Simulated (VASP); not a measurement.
**BaTiO3: relaxation of cell and atoms with LDA**

BaTiO3:

```xyz
5
Lattice="4.0354 0.0000 0.0000 0.0000 4.0354 0.0000 0.0000 0.0000 4.0354" Properties=species:S:1:pos:R:3 pbc="T T T"
Ba    0.0000    0.0000    0.0000
Ti    2.0177    2.0177    2.0177
O     2.0177    2.0177    0.0000
O     0.0000    2.0177    2.0177
O     2.0177    0.0000    2.0177
```

```
Program                : VASP 6.6.1
Task                   : relaxation of cell and atoms
Functional             : LDA
Potentials or basis    : VASP PAW LDA potentials, release 64 (Ba_sv, Ti_sv, O)
Cutoff                 : 600 eV
k mesh                 : 8 × 8 × 8
Occupations            : gaussian, width 0.02 eV
Spin                   : no spin polarisation
Further INCAR settings : ALGO = Normal; EDIFF = 1e-07; IBRION = 2; EDIFFG = -0.005; NSW = 90; ISIF = 3
```

```
Relaxed volume                         : 12.32 Å³/atom
Relaxed cell                           : a = 3.950 Å, b = 3.950 Å, c = 3.950 Å, α = 90.00°, β = 90.00°, γ = 90.00°
Space group after relaxing (to 0.05 Å) : Pm-3m (No. 221)
Energy gained by relaxing              : 29.3 meV/atom
Ionic steps                            : 6
Pressure after relaxing                : 0.0 GPa
Band gap on the k mesh                 : 1.73 eV, indirect (least direct gap 1.83 eV)
```

The path:
| step | energy change (eV) | largest force (eV/Å) | pressure (GPa) | volume (Å³) |
| --- | --- | --- | --- | --- |
| 1 | 0.0000 | 0.0000 | -10.79 | 65.72 |
| 2 | 0.0277 | 0.0000 | 14.99 | 57.65 |
| 3 | -0.1467 | 0.0000 | -0.16 | 61.66 |
| 4 | -0.1467 | 0.0000 | 0.09 | 61.58 |
| 5 | -0.1467 | 0.0000 | -0.08 | 61.64 |
| 6 | -0.1467 | 0.0000 | 0.00 | 61.61 |

Final structure:
```cif
data_structure
_symmetry_space_group_name_H-M 'P 1'
_symmetry_Int_Tables_number 1
_cell_length_a 3.9496
_cell_length_b 3.9496
_cell_length_c 3.9496
_cell_angle_alpha 90.000
_cell_angle_beta 90.000
_cell_angle_gamma 90.000
_cell_volume 61.61
loop_
_atom_site_label
_atom_site_type_symbol
_atom_site_fract_x
_atom_site_fract_y
_atom_site_fract_z
_atom_site_occupancy
Ba1 Ba 0.00000 0.00000 0.00000 1
Ti1 Ti 0.50000 0.50000 0.50000 1
O1 O 0.50000 0.50000 0.00000 1
O2 O 0.00000 0.50000 0.50000 1
O3 O 0.50000 0.00000 0.50000 1
```

Levels at points of the mesh, in eV from the valence-band top:
| k point | band 16 | band 17 | band 18 | band 19 | band 20 | band 21 | band 22 | band 23 | band 24 |
| --- | --- | --- | --- | --- | --- | --- | --- | --- | --- |
| (0.00, 0.00, 0.00) | -1.18 | -1.18 | -0.10 | -0.10 | -0.10 | 1.73 | 1.73 | 1.73 | 4.22 |
| (0.50, 0.00, 0.00) | -2.04 | -1.91 | -1.91 | -0.72 | -0.72 | 1.92 | 3.66 | 3.66 | 4.24 |
| (0.50, 0.50, 0.00) | -2.90 | -1.71 | -0.84 | -0.84 | -0.10 | 3.67 | 3.67 | 4.09 | 5.14 |
| (0.50, 0.50, 0.50) | -2.39 | -2.39 | 0.00 | 0.00 | 0.00 | 4.40 | 4.40 | 4.40 | 6.84 |

Run time: 2.8 min on 1 thread of Intel(R) Xeon(R) Platinum 8488C (Sapphire Rapids), on a shared host, peak memory 0.21 GiB.

Caveat: spin-orbit coupling is left out, which moves the levels of the heavy elements. Expect the measured gap to be larger: semilocal functionals such as LDA lack the derivative discontinuity.
